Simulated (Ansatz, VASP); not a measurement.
## CuO (Tenorite) in VASP and in Ansatz

INCAR

```
PREC = Accurate
ENCUT = 520
EDIFF = 1E-6
ISMEAR = -1
SIGMA = 0.05
LREAL = F
LASPH = T
NELM = 80
ALGO = Normal
ISIF = 2
LWAVE = F
LCHARG = T
GGA = CA
LELF = T
LVHAR = T
NBANDS = 25
```

File KPOINTS:

```
Automatic mesh
0
Gamma
  10 10 5
```

The input POSCAR:

```
CuO
1.0
    2.3601779360     -1.7247473506      0.0000000000
    2.3601779360      1.7247473506      0.0000000000
   -0.8662535568      0.0000000000      5.0929435705
Cu O
2 2
Direct
    0.4968000000      0.0032000000      0.5000000000
    0.0032000000      0.4968000000      0.0000000000
    0.4056000000      0.5714000000      0.7537000000
    0.5714000000      0.4056000000      0.2537000000
```

The input input.yaml:

```yaml
crystal:
  lattice:
    - [2.360177936, -1.7247473506, 0.0]
    - [2.360177936, 1.7247473506, 0.0]
    - [-0.8662535568, 0.0, 5.0929435705]
  atoms:
    - { symbol: Cu, position: [0.4968, 0.0032, 0.5] }
    - { symbol: Cu, position: [0.0032, 0.4968, 0.0] }
    - { symbol: O, position: [0.4056, 0.5714, 0.7537] }
    - { symbol: O, position: [0.5714, 0.4056, 0.2537] }
kpoints:
  mp_grid: { grid: [10, 10, 5] }
scf:
  occupations: { method: fermi_dirac, width: 0.05 }
hamiltonian:
  xc: lda
  pseudopotentials: { kind: all_electron, lapw: { basis_error: 0.002 } }
output:
  forces: true
  stress: true
  eigenvalues: true
```

Change from the starting cell: volume scaled by 1.02.

Alike in both runs: task single point; functional LDA; k mesh 10 × 10 × 5; occupations fermi-dirac, width 0.05 eV; no spin polarisation.

|  | VASP | Ansatz |
| --- | --- | --- |
| version | VASP 6.6.1 | Ansatz 0.2.0 |
| potentials or method | VASP PAW LDA potentials, release 64 (Cu, O) | all-electron LAPW, scalar-relativistic |
| plane-wave cutoff (eV) | 520 | see its input |

|  | VASP | Ansatz | Ansatz less VASP |
| --- | --- | --- | --- |
| gap on the k mesh at the Fermi level (eV) | none | none | - |
| pressure (GPa) | -11.9 | -12.5 | -0.60 |
| largest component of the traceless stress (GPa) | 3.99 | 4.30 | +0.307 |
| rms of the force components (eV/Å) | 0.412 | 0.410 | -0.0014 |

Atom by atom the forces differ by 0.019 eV/Å (rms over components). A gap of «none» marks a metal or a gap that the smearing closes. Ansatz ran all-electron here, so the differences hold the error of VASP's frozen core and of both bases.

Caveats: the run has no spin polarisation, though such a crystal can be magnetic; semilocal functionals often make such compounds metallic where correlation or magnetic order opens a gap, which also shifts bond lengths.
